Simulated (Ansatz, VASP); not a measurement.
MnS in VASP and in Ansatz

```
Mn S
1.0
    -1.83000   -1.05655    5.94184
     1.83000   -1.05655    5.94184
     0.00000    2.11310    5.94184
Mn S
2 2
Cartesian
  0.0000 0.0000 0.0000
  0.0000 0.0000 8.9128
  0.0000 0.0000 4.4564
  0.0000 0.0000 13.3691
```

The cell is a database's computed one.

Alike in both runs: task single point; functional PBEsol; k mesh 9 × 9 × 9; occupations fermi-dirac, width 0.05 eV; collinear spin, antiferromagnetic start; Hubbard terms Mn d U = 6 eV.

|  | VASP | Ansatz |
| --- | --- | --- |
| version | VASP 6.6.1 | Ansatz 0.2.0 |
| potentials or method | VASP PAW PBE potentials, release 64 (Mn_pv, S) | Ansatz PAW |
| plane-wave cutoff (eV) | 520 | 420 |
| valence electrons in the cell | 38 | 42 |

Ansatz gave:

```
gap on the k mesh at the Fermi level (eV)                     : 2.38
least direct gap on the mesh (eV)                             : 2.88
pressure (GPa)                                                : 4.3
largest component of the traceless stress (GPa)               : 0.09
net moment per atom (μB)                                      : 0.00
size of the moment on the site where the two differ most (μB) : 4.46
```

Problem. What did VASP give for the same quantities?

Solution. gap on the k mesh at the Fermi level (eV): 2.54; least direct gap on the mesh (eV): 3.06; pressure (GPa): 3.2; largest component of the traceless stress (GPa): 0.03; net moment per atom (μB): 0.00; size of the moment on the site where the two differ most (μB): 4.58.

Site moments also hang on the region over which each program counts them. The programs project onto different local orbitals, so the same U acts differently. The two sets of potentials don't hold the same shells in valence.

Caveats: the PAW data sets were made with another functional, which shifts forces and pressure a little (VASP); an odd mesh through Γ misses points on the zone boundary, where band edges often lie (VASP); the magnetic or orbital state may not be the lowest (Ansatz); odd divisions of the mesh miss points on the zone boundary, where band edges often lie, so the gap on the mesh can be too wide (Ansatz); the PAW data sets come from PBE, with cores solved anew for the run's functional, which leaves a small shift of forces and pressure (Ansatz). The state reached can hang on the start; a lower one may exist.
